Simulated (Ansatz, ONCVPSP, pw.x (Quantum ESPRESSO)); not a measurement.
From atom to crystal: ONCV potential for molybdenum

```json
{
  "Element": "molybdenum (Mo)",
  "Generator": "ONCVPSP 4.0.1.1 (patched build)",
  "Type": "optimised norm-conserving Vanderbilt (ONCV)",
  "Functional": "PBE",
  "Relativity": "scalar-relativistic",
  "Frozen core": "[Ar] 3d10",
  "Valence charge": "14",
  "Reference configuration": "4s2 4p6 4d5 5s1",
  "Partial waves": "4s+5s: rc 1.80 bohr, ncon 4, nbas 7, qcut 7.3 1/bohr, 2 projectors; 4p: rc 1.20 bohr, ncon 3, nbas 7, qcut 7.8 1/bohr, 1 projector; 4d: rc 1.80 bohr, ncon 4, nbas 8, qcut 5.9 1/bohr, 2 projectors, debl 1.6 Ha",
  "Local potential": "polynomial inside 0.95 bohr (lpopt 5, dvloc0 3 Ha)",
  "Core correction": "Teter function, fcfact 2.75, rcfact 1.65"
}
```

Crystal test: fcc Mo in pw.x 7.5, no spin, 14³ k-points, Fermi–Dirac smearing 0.01 Ry, cutoffs 165/660 Ry. The reference is all-electron LAPW (Ansatz 0.2.0) with the same functional, mesh and smearing; V0 and B0 come from Birch–Murnaghan fits to the pressures at five volumes. Errors are pseudo minus all-electron; Δ is the rms difference of the E(V) curves that follow from these fits, minima aligned, over ±6 % about the mean V0. Mesh and smearing are coarse, so the numbers serve the comparison and aren't converged zero-temperature values; the lattice is a test structure that the element need not adopt.

```json
{"V (Å³/atom)": "15.226", "P all-electron (GPa)": "13.93", "P pseudo (GPa)": "13.00"}
{"V (Å³/atom)": "15.626", "P all-electron (GPa)": "6.76", "P pseudo (GPa)": "5.85"}
{"V (Å³/atom)": "16.027", "P all-electron (GPa)": "0.44", "P pseudo (GPa)": "-0.47"}
{"V (Å³/atom)": "16.428", "P all-electron (GPa)": "-5.13", "P pseudo (GPa)": "-6.03"}
{"V (Å³/atom)": "16.828", "P all-electron (GPa)": "-10.04", "P pseudo (GPa)": "-10.94"}
```

All-electron: a0 = 4.005 Å (V0 = 16.06 Å³/atom), B0 = 235.3 GPa.

Pseudopotential: mean pressure error (GPa): -0.91; a0 (Å): 4.000; a0 error (%): -0.13; B0 error (%): +1.5; Δ (meV/atom): 3.2.

Question: At the middle volume, how do free energy and pressure move when the wave cutoff is lowered (ecutrho kept at four times it)?

Answer:

```
cutoff (Ry)  shift of F (meV/atom)  shift of P (GPa)
         74                  +36.9             -0.03
         99                  +17.2             -0.22
        132                   +9.1             -0.42
```

Input at the middle volume:

```
&control
  calculation='scf', prefix='x', pseudo_dir='./', outdir='./tmp', tstress=.true., disk_io='none'
/
&system
  ibrav=0, nat=1, ntyp=1, ecutwfc=165, ecutrho=660, nbnd=15,
  occupations='smearing', smearing='fd', degauss=0.01
/
&electrons
  conv_thr=1e-09, mixing_beta=0.4, electron_maxstep=70
/
ATOMIC_SPECIES
Mo 1.0 Mo.UPF
CELL_PARAMETERS angstrom
  0.00000000 2.00112437 2.00112437
  2.00112437 0.00000000 2.00112437
  2.00112437 2.00112437 0.00000000
ATOMIC_POSITIONS crystal
Mo 0.0000 0.0000 0.0000
K_POINTS automatic
14 14 14 0 0 0
```

```bash
pw.x < Mo.scf.in > Mo.scf.out
```

Lines of the output:

```
Message from routine setup:
     using ibrav=0 with symmetry is DISCOURAGED, use correct ibrav instead
     lattice parameter (alat)  =       5.3480  a.u.
     unit-cell volume          =     108.1556 (a.u.)^3
     number of electrons       =        14.00
     number of Kohn-Sham states=           15
     kinetic-energy cutoff     =     165.0000  Ry
     charge density cutoff     =     660.0000  Ry
     scf convergence threshold =      1.0E-09
     Exchange-correlation= PBE
     number of k points=   104  Fermi-Dirac smearing, width (Ry)=  0.0100
     iteration #  1     ecut=   165.00 Ry     beta= 0.40
     total energy              =    -143.97135600 Ry
     estimated scf accuracy    <       0.11886204 Ry
     iteration #  2     ecut=   165.00 Ry     beta= 0.40
     total energy              =    -143.97896588 Ry
     estimated scf accuracy    <       0.01083967 Ry
     iteration #  3     ecut=   165.00 Ry     beta= 0.40
     total energy              =    -143.98016609 Ry
     estimated scf accuracy    <       0.00092074 Ry
     iteration #  4     ecut=   165.00 Ry     beta= 0.40
     total energy              =    -143.98022088 Ry
     estimated scf accuracy    <       0.00004792 Ry
     iteration #  5     ecut=   165.00 Ry     beta= 0.40
     total energy              =    -143.98022798 Ry
     estimated scf accuracy    <       0.00000185 Ry
     iteration #  6     ecut=   165.00 Ry     beta= 0.40
     total energy              =    -143.98022849 Ry
     estimated scf accuracy    <       0.00000028 Ry
     iteration #  7     ecut=   165.00 Ry     beta= 0.40
     total energy              =    -143.98022847 Ry
     estimated scf accuracy    <       0.00000004 Ry
     iteration #  8     ecut=   165.00 Ry     beta= 0.40
     total energy              =    -143.98022848 Ry
     estimated scf accuracy    <          2.2E-09 Ry
     iteration #  9     ecut=   165.00 Ry     beta= 0.40
     the Fermi energy is    20.3259 ev
!    total energy              =    -143.98022848 Ry
     estimated scf accuracy    <          3.8E-10 Ry
     smearing contrib. (-TS)   =      -0.00586268 Ry
     The total energy is F=E-TS. E is the sum of the following terms:
     one-electron contribution =     -18.61725153 Ry
     hartree contribution      =      18.31361299 Ry
     xc contribution           =     -24.85350281 Ry
     ewald contribution        =    -118.81722445 Ry
     convergence has been achieved in   9 iterations
          total   stress  (Ry/bohr**3)                   (kbar)     P=       -4.65
     Message from routine punch:
     Nothing written, as per user request (disk_io='none')
```

The run at the middle volume (104 k-points, 9 iterations) took about 64 s on one core of a shared host (Intel(R) Xeon(R) Platinum 8488C, 192 threads, 744 GiB, load 78).
